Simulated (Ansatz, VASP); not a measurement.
One calculation of ZrC, two programs

Contents of INCAR:

```
ALGO = Normal
EDIFF = 1E-7
ENCUT = 520
GGA = PS
ISIF = 2
ISMEAR = 0
LASPH = True
LCHARG = False
LREAL = False
LWAVE = False
NBANDS = 15
NELM = 80
PREC = Accurate
SIGMA = 0.15
```

File KPOINTS:

```
k-points
0
Gamma
  18 18 18
```

The input POSCAR:

```
ZrC
1.0
    0.0000000000      2.2797037000      2.4207163000
    2.2797037000      0.0000000000      2.4207163000
    2.2797037000      2.2797037000      0.0000000000
Zr C
1 1
Direct
    0.5000000000      0.5000000000      0.5000000000
    0.0000000000      0.0000000000      0.0000000000
```

Input for Ansatz:

```yaml
crystal:
  lattice:
    - [0.0, 2.2797037, 2.4207163]
    - [2.2797037, 0.0, 2.4207163]
    - [2.2797037, 2.2797037, 0.0]
  atoms:
    - { symbol: Zr, position: [0.5, 0.5, 0.5] }
    - { symbol: C, position: [0.0, 0.0, 0.0] }
basis:
  ecutwfc: 420
kpoints:
  mp_grid: { grid: [18, 18, 18] }
hamiltonian:
  xc: pbesol
scf:
  occupations: { method: gaussian, width: 0.15 }
output:
  forces: true
  stress: true
  eigenvalues: true
```

Change from the starting cell: strain -0.030 along x and y, +0.030 along z, atoms carried along.

Alike in both runs: task single point; functional PBEsol; k mesh 18 × 18 × 18; occupations gaussian, width 0.15 eV; no spin polarisation.

```csv
,VASP,Ansatz
version,VASP 6.6.1,Ansatz 0.2.0
potentials or method,"VASP PAW PBE potentials, release 64 (Zr_sv, C)","scalar-relativistic, plane waves, PAW"
plane-wave cutoff (eV),520,420
valence electrons in the cell,16,16
```

|  | VASP | Ansatz | Ansatz less VASP |
| --- | --- | --- | --- |
| gap on the k mesh at the Fermi level (eV) | none | none | - |
| pressure (GPa) | 4.7 | 4.3 | -0.39 |
| largest component of the traceless stress (GPa) | 15.50 | 15.38 | -0.116 |

A gap of «none» marks a metal or a gap that the smearing closes.

Caveats: the PAW data sets were made with another functional, which shifts forces and pressure a little (VASP).
